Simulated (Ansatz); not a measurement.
The system is BaH2.

```
Ba H
1.0
     4.46203    0.00000    0.00000
    -2.23101    3.86423    0.00000
     0.00000    0.00000    6.05529
Ba H
2 4
Direct
  0.33333 0.66667 0.25000
  0.66667 0.33333 0.75000
  0.00000 0.00000 0.00000
  0.00000 0.00000 0.50000
  0.66667 0.33333 0.25000
  0.33333 0.66667 0.75000
```

The cell comes from a database or a generator and needn't be the stable form of this composition.

```yaml
Program: Ansatz 0.2.0
Task: relaxation of cell and atoms
Functional: BLYP
Dispersion: D3(BJ)
Potentials_or_basis: Ansatz PAW
Cutoff: "420 eV (not typed: the program's choice for these potentials)"
k_mesh: 7 × 7 × 5
Occupations: fermi-dirac, width 0.05 eV
Spin: no spin polarisation
```

At the start: volume 17.40 Å³/atom.

Where does the relaxation end?

It ends after 6 steps and the volume is 16.54 Å³/atom (-5.0 %); space group P6_3/mmc (No. 194, to 0.05 Å).

The path:
```
step  energy change (eV)  largest force (eV/Å)  volume (Å³)
   1              0.0000                0.0000       104.41
   2             -0.0196                0.0000        96.87
   3             -0.0296                0.0000        99.61
   4             -0.0300                0.0000        99.33
   5             -0.0301                0.0000        99.21
   6             -0.0274                0.0000        99.21
```

Final structure:
```
CELL_PARAMETERS angstrom
4.39437 0.00000 0.00000
-2.19719 3.80564 0.00000
0.00000 0.00000 5.93251
ATOMIC_POSITIONS crystal
Ba 0.33333 0.66667 0.25000
Ba 0.66667 0.33333 0.75000
H 0.00000 0.00000 0.00000
H 0.00000 0.00000 0.50000
H 0.66667 0.33333 0.25000
H 0.33333 0.66667 0.75000
```

Caveat: the plane-wave basis is chosen anew once the cell has moved, so the energies of steps on either side of that aren't comparable; the PAW data sets come from PBE, with cores solved anew for the run's functional, which leaves a small shift of forces and pressure.
